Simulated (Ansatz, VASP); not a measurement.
**One calculation of TiAl3, two programs**

File INCAR:

```
SYSTEM = TiAl3
PREC     = Accurate       ! precision mode
ENCUT    = 520            ! plane-wave cutoff, eV
EDIFF    = 1E-6           ! SCF threshold, eV
ISMEAR   = 0              ! smearing method
SIGMA    = 0.1            ! smearing width, eV
LREAL    = .FALSE.        ! projectors in reciprocal space
LASPH    = .TRUE.         ! aspherical terms in the spheres
NELM     = 100            ! most SCF steps
ALGO     = Normal         ! electronic algorithm
ISIF     = 2              ! what is computed and relaxed
LWAVE    = .FALSE.        ! write WAVECAR
LCHARG   = .FALSE.        ! write CHGCAR
GGA      = PE             ! functional
NBANDS   = 18             ! bands
```

File KPOINTS:

```
regular mesh
0
G
  16 16 16
  0 0 0
```

The input POSCAR:

```
TiAl3
1.0
   -2.0407753657      2.0407753657      4.1858519809
    2.0407753657     -2.0407753657      4.1858519809
    2.0407753657      2.0407753657     -4.1858519809
Ti Al
1 3
Direct
    0.0000000000      0.0000000000      0.0000000000
    0.5000000000      0.5000000000      0.0000000000
    0.7500000000      0.2500000000      0.5000000000
    0.2500000000      0.7500000000      0.5000000000
```

Input for Ansatz:

```yaml
crystal:
  lattice:
    - [-2.0407753657, 2.0407753657, 4.1858519809]
    - [2.0407753657, -2.0407753657, 4.1858519809]
    - [2.0407753657, 2.0407753657, -4.1858519809]
  atoms:
    - { symbol: Ti, position: [0.0, 0.0, 0.0] }
    - { symbol: Al, position: [0.5, 0.5, 0.0] }
    - { symbol: Al, position: [0.75, 0.25, 0.5] }
    - { symbol: Al, position: [0.25, 0.75, 0.5] }
basis:
  ecutwfc: 420
kpoints:
  mp_grid: { grid: [16, 16, 16] }
hamiltonian:
  xc: pbe
scf:
  occupations: { method: gaussian, width: 0.1 }
output:
  forces: true
  stress: true
  eigenvalues: true
```

Alike in both runs: task single point; functional PBE; k mesh 16 × 16 × 16; occupations gaussian, width 0.1 eV; no spin polarisation.

|  | VASP | Ansatz |
| --- | --- | --- |
| version | VASP 6.6.1 | Ansatz 0.2.0 |
| potentials or method | VASP PAW PBE potentials, release 64 (Ti_sv, Al) | scalar-relativistic, plane waves, PAW |
| plane-wave cutoff (eV) | 520 | 420 |
| valence electrons in the cell | 21 | 21 |

```csv
,VASP,Ansatz,Ansatz less VASP
gap on the k mesh at the Fermi level (eV),none,none,-
pressure (GPa),-7.7,-7.6,+0.05
largest component of the traceless stress (GPa),7.85,7.85,-0.002
```

A gap of «none» marks a metal or a gap that the smearing closes. With one functional, cell and mesh, what is left measures potentials, basis and numerics.
